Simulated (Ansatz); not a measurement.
AlRu in Ansatz: the effect of functional

The system is AlRu.

```
Ru Al
1.0
     2.95117    0.00000    0.00000
     0.00000    2.95117    0.00000
     0.00000    0.00000    2.95117
Ru Al
1 1
Direct
  0.50000 0.50000 0.50000
  0.00000 0.00000 0.00000
```

The cell isn't the ideal one: volume scaled by 0.96.

Alike in all runs:

```yaml
Program: Ansatz 0.2.0
Task: single point
Potentials_or_basis: Ansatz PAW
k_mesh: 9 × 9 × 9
Occupations: fermi-dirac, width 0.05 eV
Spin: no spin polarisation
```

```csv
functional,cutoff,pressure (GPa)
LDA,420 eV (not typed: the program's choice for these potentials),?
PBEsol,420 eV (not typed: the program's choice for these potentials),5.9
r2SCAN,500 eV (not typed: the program's choice for these potentials),7.4
```

Q: What does the run with functional LDA give?

A: Pressure 0.6 GPa.

Caveats: the PAW data sets come from PBE, with cores solved anew for the run's functional, which leaves a small shift of forces and pressure.
